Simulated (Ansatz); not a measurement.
**Relaxing Hf₂Si**

Theory: Ansatz 0.2.0, DFT PBEsol, scalar-relativistic, plane waves, PAW. Run with 420 eV cutoff, 6×6×8 k-mesh, Gaussian smearing of 0.10 eV, no spin polarisation.

What was changed: biaxial strain in the a-b plane, c and atoms relaxed: -2.0 %.

Spin–orbit coupling is left out, which can shift energies with elements as heavy as these.

Command:

```bash
ansatz run input.yaml --threads 1 --pin off --max-ram 2560MiB --backend cpu --events-out ev --progress --plain --runs-dir out
```

Input:

```yaml
crystal:
  lattice:
    - [6.3804388394, 0.0, 0.0]
    - [0.0, 6.3804388394, 0.0]
    - [0.0, 0.0, 5.2049338484]
  atoms:
    - { symbol: Hf, position: [0.1567471515, 0.3432528485, 0.0] }
    - { symbol: Hf, position: [0.8432528485, 0.3432528485, 0.5] }
    - { symbol: Hf, position: [0.8432528485, 0.6567471515, 0.0] }
    - { symbol: Hf, position: [0.1567471515, 0.6567471515, 0.5] }
    - { symbol: Hf, position: [0.6567471515, 0.8432528485, 0.5] }
    - { symbol: Hf, position: [0.3432528485, 0.8432528485, 0.0] }
    - { symbol: Hf, position: [0.3432528485, 0.1567471515, 0.5] }
    - { symbol: Hf, position: [0.6567471515, 0.1567471515, 0.0] }
    - { symbol: Si, position: [0.0, 0.0, 0.25] }
    - { symbol: Si, position: [0.0, 0.0, 0.75] }
    - { symbol: Si, position: [0.5, 0.5, 0.75] }
    - { symbol: Si, position: [0.5, 0.5, 0.25] }
basis:
  ecutwfc: 420
kpoints:
  mp_grid: { grid: [6, 6, 8] }
hamiltonian:
  xc: pbesol
scf:
  occupations: { method: gaussian, width: 0.1 }
output:
  forces: true
  stress: true
  eigenvalues: true
  write_density: true
  write_potential: true
  elf: true
  volumetric_format: npy
relax:
  adjacent_minimum: "off"
  f_tol: 0.008
  max_steps: 40
  cell: { stress_tol: 0.015, fix: [a, b, gamma] }
```

F is the free energy. Steps run on the plane waves of an earlier cell, but the last one, and at times one on the way, on a freshly chosen basis, so a repeated geometry can differ a little in energy. The held parts of the cell keep their stress, so P needn't end at zero.

Steps:

```json
{"step": "1", "F − F(1) (eV)": "0.0000", "largest force component (eV/Å)": "0.017", "V (Å³/atom)": "17.658", "P (GPa)": "4.39"}
{"step": "2", "F − F(1) (eV)": "0.0017", "largest force component (eV/Å)": "0.060", "V (Å³/atom)": "17.676", "P (GPa)": "4.28"}
{"step": "3", "F − F(1) (eV)": "-0.0001", "largest force component (eV/Å)": "0.000", "V (Å³/atom)": "17.664", "P (GPa)": "4.34"}
{"step": "4", "F − F(1) (eV)": "-0.0002", "largest force component (eV/Å)": "0.000", "V (Å³/atom)": "17.664", "P (GPa)": "4.34"}
```

Relaxed structure:

```cif
data_structure
_symmetry_space_group_name_H-M 'P 1'
_symmetry_Int_Tables_number 1
_cell_length_a 6.3804
_cell_length_b 6.3804
_cell_length_c 5.2068
_cell_angle_alpha 90.000
_cell_angle_beta 90.000
_cell_angle_gamma 90.000
_cell_volume 211.97
loop_
_atom_site_label
_atom_site_type_symbol
_atom_site_fract_x
_atom_site_fract_y
_atom_site_fract_z
_atom_site_occupancy
Hf1 Hf 0.15692 0.34308 0.00000 1
Hf2 Hf 0.84308 0.34308 0.50000 1
Hf3 Hf 0.84308 0.65692 0.00000 1
Hf4 Hf 0.15692 0.65692 0.50000 1
Hf5 Hf 0.65692 0.84308 0.50000 1
Hf6 Hf 0.34308 0.84308 0.00000 1
Hf7 Hf 0.34308 0.15692 0.50000 1
Hf8 Hf 0.65692 0.15692 0.00000 1
Si1 Si 0.00000 0.00000 0.25000 1
Si2 Si 0.00000 0.00000 0.75000 1
Si3 Si 0.50000 0.50000 0.75000 1
Si4 Si 0.50000 0.50000 0.25000 1
```

It takes space group I4/mcm (No. 140, tetragonal). The conventional cell has a = 6.380 Å, b = 6.380 Å, c = 5.207 Å, α = 90.00°, β = 90.00°, γ = 90.00°. Hf (site symmetry m2m) has 4 Si at 2.74 Å and 3 Hf at 2.83 to 3.10 Å as nearest neighbours. Around Si (site symmetry 422) lie 2 Si at 2.60 Å and 8 Hf at 2.74 Å.

The run converged. Time: 3.3 min on 1 thread of Intel(R) Xeon(R) 6975P-C (Granite Rapids) (shared host), peak memory 1.2 GiB.